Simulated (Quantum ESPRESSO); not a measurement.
AlRu:

```
CELL_PARAMETERS angstrom
2.99160 0.00000 0.00000
0.00000 2.99160 0.00000
0.00000 0.00000 2.99160
ATOMIC_POSITIONS crystal
Ru 0.50000 0.50000 0.50000
Al 0.00000 0.00000 0.00000
```

| Quantity | Value |
| --- | --- |
| Program | Quantum ESPRESSO 7.5 |
| Task | phonons |
| Functional | PBE |
| Potentials or basis | SPMS 1.0 PBE |
| Cutoff | 952 eV |
| Density cutoff | 3810 eV |
| k mesh | 9 × 9 × 9 |
| Occupations | cold, width 0.2 eV |
| Spin | no spin polarisation |
| Mixing beta | 0.5 |
| Most SCF iterations | 120 |
| SCF threshold | 4e-10 Ry |

Question: Where do the zone-centre optical modes lie?

Answer: T1u at 318 cm⁻¹ (IR).

Optical modes at Γ, degenerate ones joined:
| cm⁻¹ | components | symmetry | active in |
| --- | --- | --- | --- |
| 318 | 3 | T1u | IR |

Caveat: the mesh is thin for the phonons of a metal.
